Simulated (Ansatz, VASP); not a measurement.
**Ta in VASP and in Ansatz**

INCAR

```
  ALGO = Normal
  EDIFF = 1E-7
  EDIFFG = -0.04
  ENCUT = 600
  GGA = PE
  IBRION = 2
  ISIF = 3
  ISMEAR = 0
  LASPH = T
  LCHARG = F
  LREAL = F
  LWAVE = F
  NELM = 60
  NSW = 90
  PREC = Accurate
  SIGMA = 0.1
```

KPOINTS

```
k-points
0
Gamma
  4 4 4
```

File POSCAR:

```
Ta
1.0
    0.0000000000      3.7837407600      3.7837407600
    3.7837407600      0.0000000000      3.7837407600
    3.7837407600      3.7837407600      0.0000000000
Ta
3
Direct
    0.5000000000      0.5000000000      0.5000000000
    0.2500000000      0.2500000000      0.2500000000
    0.7500000000      0.7500000000      0.7500000000
```

Input for Ansatz:

```yaml
crystal:
  lattice:
    - [0.0, 3.78374076, 3.78374076]
    - [3.78374076, 0.0, 3.78374076]
    - [3.78374076, 3.78374076, 0.0]
  atoms:
    - { symbol: Ta, position: [0.5, 0.5, 0.5] }
    - { symbol: Ta, position: [0.25, 0.25, 0.25] }
    - { symbol: Ta, position: [0.75, 0.75, 0.75] }
basis:
  ecutwfc: 420
kpoints:
  mp_grid: { grid: [4, 4, 4] }
hamiltonian:
  xc: pbe
scf:
  occupations: { method: gaussian, width: 0.1 }
  lower_state_search: "off"
output:
  forces: true
  stress: true
  eigenvalues: true
relax:
  adjacent_minimum: "off"
  f_tol: 0.04
  max_steps: 70
  cell: { stress_tol: 0.4 }
```

Alike in both runs: task relaxation of cell and atoms; functional PBE; k mesh 4 × 4 × 4; occupations gaussian, width 0.1 eV; no spin polarisation.

|  | VASP | Ansatz |
| --- | --- | --- |
| version | VASP 6.6.1 | Ansatz 0.2.0 |
| potentials or method | VASP PAW PBE potentials, release 64 (Ta_pv) | scalar-relativistic, plane waves, PAW |
| plane-wave cutoff (eV) | 600 | 420 |
| valence electrons in the cell | 33 | 39 |

VASP gave:

| Quantity | Value |
| --- | --- |
| gap on the k mesh at the Fermi level, each at its own relaxed structure (eV) | none |
| relaxed volume (Å³/atom) | 21.56 |
| relaxed cell length with the largest relative difference (Å) | 4.506 |
| energy change over the relaxation (meV/atom) | -1860 |

**Question.** What did Ansatz give for the same quantities?

**Answer.** gap on the k mesh at the Fermi level, each at its own relaxed structure (eV): none; relaxed volume (Å³/atom): 21.53; relaxed cell length with the largest relative difference (Å): 4.504; energy change over the relaxation (meV/atom): -1859.

A gap of «none» marks a metal or a gap that the smearing closes. The two sets of potentials don't hold the same shells in valence.

Caveats: the volume moved by over 15 % at a fixed basis, so the end points are rough (VASP). Spin-orbit coupling is left out, which matters for the levels of Ta.
